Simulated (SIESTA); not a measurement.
The system is Ge.

```
CELL_PARAMETERS angstrom
0.00000 2.82891 2.82891
2.82891 0.00000 2.82891
2.82891 2.82891 0.00000
ATOMIC_POSITIONS crystal
Ge 0.75000 0.75000 0.75000
Ge 0.50000 0.50000 0.50000
```

Base run:

- Program: SIESTA 5.4.2
- Functional: PBEsol
- Potentials or basis: PseudoDojo 0.4 standard (PBEsol files)
- Basis: DZP (energy shift 0.003 Ry; two zetas on semicore shells)
- Grid cutoff: 800 Ry
- Energy shift: 0.003 Ry
- k mesh: 8 × 8 × 8
- Occupations: fermi-dirac, width 0.05 eV
- Spin: no spin polarisation

Its results: band gap on the k mesh none (metal or under the smearing width); pressure 1.8 GPa.

Q: The run is repeated on the same cell with these changes: functional from PBEsol to PBE; potentials or basis from PseudoDojo 0.4 standard (PBEsol files) to PseudoDojo 0.4 standard (PBE files). What comes out?

A: Band gap on the k mesh 0.07 eV, direct; pressure 5.1 GPa.

Caveats: the basis of atomic orbitals isn't converged, which shifts pressures, moduli and gaps.
